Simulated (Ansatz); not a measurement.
The calculation used DFT PBE, scalar-relativistic, plane waves, PAW (Ansatz). All cells share a 420 eV cutoff and Γ-centred k meshes spaced at most about 0.3 Å⁻¹ (about 0.25 or finer for metals, 2π included). No spin polarisation.

Each guess is relaxed in cell and atoms at zero pressure, on a coarse mesh first where it starts far from rest and then on a converged one. The steps can't lower the symmetry of the start, but it can rise. Energies are static (0 K, no zero-point motion).

Two unrelaxed guesses for Cd2HgTe3:

A.

```
Cd Hg Te
1.0
     4.38397    0.00000    0.00000
    -2.19199    3.79663    0.00000
     0.00000    0.00000   10.73850
Cd Hg Te
2 1 3
Direct
  0.33333 0.66667 0.66667
  0.66667 0.33333 0.33333
  0.00000 0.00000 0.00000
  0.00000 0.00000 0.50000
  0.33333 0.66667 0.16667
  0.66667 0.33333 0.83333
```

B.

```
Cd Hg Te
1.0
     4.38397    0.00000    0.00000
    -2.19199    3.79663    0.00000
     0.00000    0.00000   10.73850
Cd Hg Te
2 1 3
Direct
  0.33333 0.66667 0.66667
  0.66667 0.33333 0.33333
  0.00000 0.00000 0.00000
  0.33333 0.66667 0.91667
  0.66667 0.33333 0.58333
  0.00000 0.00000 0.25000
```

Question: Where do they end, and which end is lower?

Answer: B ends lower, by 176 meV/atom. A: P-3m1 at 29.8 Å³/atom → P-3m1 at 28.9 Å³/atom; B: P3m1 at 29.8 Å³/atom → P3m1 at 36.4 Å³/atom. Counting Te atoms around Cd and Hg (those within 1.25 times the shortest such distance or 1.15 times the sum of covalent radii), the end of A has Cd 6, Hg 6 and the end of B has Cd 4, Hg 4. End of A. Conventional cell: a = 4.336 Å, c = 10.642 Å. Cd has 6 Te at 3.04–3.07 Å; around Hg lie 6 Te at 3.09 Å; Te on a site of symmetry -3m is surrounded by 6 Cd at 3.07 Å; 1 more site not described. End of B. Conventional cell: a = 4.690 Å, c = 11.473 Å. Cd on its first site is surrounded by 4 Te at 2.87 Å; around Hg lie 4 Te at 2.87–2.88 Å; around Te on its first site lie 1 Cd at 2.87 Å and 3 Hg at 2.87 Å; 3 more sites not described.

Ends held by symmetry can be saddle points. Spin–orbit coupling, which can matter for Hg and Te, is left out.
